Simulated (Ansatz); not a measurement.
**P: how well frozen cores do**

Aim: solve P at one geometry with LAPW, all electrons, PAW with frozen cores and all-electron PAW on datasets made for the crystal, and see where they agree.

Program: Ansatz 0.2.0. Level of theory: DFT PBE, scalar-relativistic. These are calculated values, not measurements.

## 1. The structure to begin with

Symmetry: P4/mmm, No. 123, tetragonal system. Conventional cell: a = 4.273 Å, b = 4.273 Å, c = 4.378 Å, α = 90.00°, β = 90.00°, γ = 90.00°. P (site symmetry 4/mmm) has 6 P at 4.27 to 4.38 Å as nearest neighbours.

Structure file:

```xyz
1
Lattice="4.2729 0.0000 0.0000 0.0000 4.2729 0.0000 0.0000 0.0000 4.3780" Properties=species:S:1:pos:R:3 pbc="T T T"
P     0.0000    0.0000    0.0000
```

The structure is an experimental refinement, used without relaxation.

## 2. LAPW, all electrons

The input, input.yaml:

```yaml
crystal:
  lattice:
    - [4.2729048574, 0.0, 0.0]
    - [0.0, 4.2729048574, 0.0]
    - [0.0, 0.0, 4.378]
  atoms:
    - { symbol: P, position: [0.0, 0.0, 0.0] }
kpoints:
  mp_grid: { grid: [10, 10, 9] }
  band_path:
    path:
      - [0.0, 0.0, 0.0]
      - [0.0, 0.5, 0.0]
      - [0.5, 0.5, 0.0]
      - [0.0, 0.0, 0.0]
      - [0.0, 0.0, 0.5]
      - [0.0, 0.5, 0.5]
      - [0.5, 0.5, 0.5]
      - [0.0, 0.0, 0.5]
      - [0.0, 0.5, 0.0]
    npoints: 8
scf:
  occupations: { method: fermi_dirac, width: 0.08 }
hamiltonian:
  xc: pbe
  pseudopotentials: { kind: all_electron, lapw: { basis_error: 0.00025 } }
output:
  forces: true
  stress: true
  eigenvalues: true
  populations: true
  dos: { projected: true, de: 0.2, e_range: [-14, 8] }
```

## 3. PAW with frozen cores

Changes to input.yaml since step 2:

```diff
@@ -25,3 +25,3 @@
   xc: pbe
-  pseudopotentials: { kind: all_electron, lapw: { basis_error: 0.00025 } }
+  pseudopotentials: { kind: paw }
 output:
@@ -30,3 +30,5 @@
   eigenvalues: true
+  efg: { contact_densities: true }
   populations: true
+  bader: true
   dos: { projected: true, de: 0.2, e_range: [-14, 8] }
```

## 4. All-electron PAW on datasets made for the crystal

Changes to input.yaml since step 3:

```diff
@@ -25,3 +25,3 @@
   xc: pbe
-  pseudopotentials: { kind: paw }
+  pseudopotentials: { kind: all_electron, datasets: crystal }
 output:
@@ -31,4 +31 @@
   efg: { contact_densities: true }
-  populations: true
-  bader: true
-  dos: { projected: true, de: 0.2, e_range: [-14, 8] }
```

(Steps that only read results are left out.)

**Question.** What will these runs give? Wanted: pressure; gap.

**Answer**, as computed:

```
  quantity                                              value
  pressure  LAPW -3.52, PAW -3.52, crystal datasets -3.52 GPa
gap (LAPW)                                               none
```

**Reading.** At this geometry the cell is under tension of 3.5 GPa, so it would shrink if let go. The count of 11 electrons in bands leaves a band partly filled, so there is no gap. P 3p carries the largest share, 100 %, of the projected states within 0.3 eV of the Fermi level. The projection holds only the free atom's occupied shells (P 3s, P 3p in this range). The field gradient at P, the largest by crystal datasets, is -0.09 by PAW and -0.09 by crystal datasets (10²¹ V/m²), within 5 %. PAW lies less than 0.01 GPa from LAPW in pressure.
